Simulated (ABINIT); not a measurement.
The system is CdF2.

```
Cd F
1.0
     0.00000    2.69400    2.69400
     2.69400    0.00000    2.69400
     2.69400    2.69400    0.00000
Cd F
1 2
Direct
  0.00000 0.00000 0.00000
  0.75000 0.75000 0.75000
  0.25000 0.25000 0.25000
```

Base run:

* Program: ABINIT 10.8.3 (patched build)
* Functional: revPBE
* Potentials or basis: JTH PAW PBE v2.0
* Cutoff: 626 eV
* k mesh: 9 × 9 × 9
* Occupations: fermi-dirac, width 0.05 eV
* Spin: no spin polarisation

Its results: band gap on the k mesh 3.26 eV, indirect (least direct gap 3.73 eV); pressure 8.6 GPa.

After a change of settings the same cell gave: band gap on the k mesh 2.96 eV, indirect (least direct gap 3.41 eV); pressure -0.5 GPa. Which change was it?
A. functional from revPBE to WC
B. functional from revPBE to PBE; k mesh from 9 × 9 × 9 to 12 × 12 × 12
C. functional from revPBE to BP86
D. functional from revPBE to LDA-PZ; potentials or basis from JTH PAW PBE v2.0 to JTH PAW LDA v2.0

A.

WC binds more tightly than revPBE, so the same cell stands under less pressure.

Caveats: the PAW data sets were made with another functional, which shifts forces and pressure a little.

Not every run made on this cell is shown here.
